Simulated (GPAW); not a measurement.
The system is HfN.

```
CELL_PARAMETERS angstrom
0.00000 2.25600 2.25600
2.25600 0.00000 2.25600
2.25600 2.25600 0.00000
ATOMIC_POSITIONS crystal
Hf 0.00000 0.00000 0.00000
N 0.50000 0.50000 0.50000
```

Base run:

```yaml
Program: GPAW 26.7.0
Functional: PBE
Potentials_or_basis: GPAW PAW data sets (gpaw-data 1.2.1)
Cutoff: 650 eV
Basis: pw
k_mesh: 8 × 8 × 8
Occupations: fermi-dirac, width 0.05 eV
Spin: no spin polarisation
```

Its results: band gap on the k mesh none (metal or under the smearing width); pressure 3.9 GPa.

Task: The run is repeated on the same cell with these changes: functional from PBE to LDA; potentials or basis from GPAW PAW data sets (gpaw-data 1.2.1) to the program's PAW data sets (release 1.2.1) made for this functional. What comes out?

Result: Band gap on the k mesh none (metal or under the smearing width); pressure -11.9 GPa.

Caveats: the cutoff is short for stress and forces, so pressures can be off by a GPa or more.
